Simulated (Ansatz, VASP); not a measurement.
**Cs in VASP and in Ansatz**

```
Cs
1.0
    -2.80815    2.80815    2.80815
     2.80815   -2.80815    2.80815
     2.80815    2.80815   -2.80815
Cs
1
Direct
  0.00000 0.00000 0.00000
```

Change from the starting cell: volume scaled by 0.76, norm-conserving files.

Alike in both runs: task single point; functional PBE; k mesh 9 × 9 × 9; occupations fermi-dirac, width 0.05 eV; no spin polarisation.

```csv
,VASP,Ansatz
version,VASP 6.6.1,Ansatz 0.2.0
potentials or method,"VASP PAW PBE potentials, release 64 (Cs_sv)","norm-conserving pseudopotentials, scalar-relativistic"
plane-wave cutoff (eV),520,680
valence electrons in the cell,9,9
```

```csv
,VASP,Ansatz,Ansatz less VASP
pressure (GPa),0.9,0.9,+0.01
```

Spin-orbit coupling is left out, which matters for the levels of Cs.
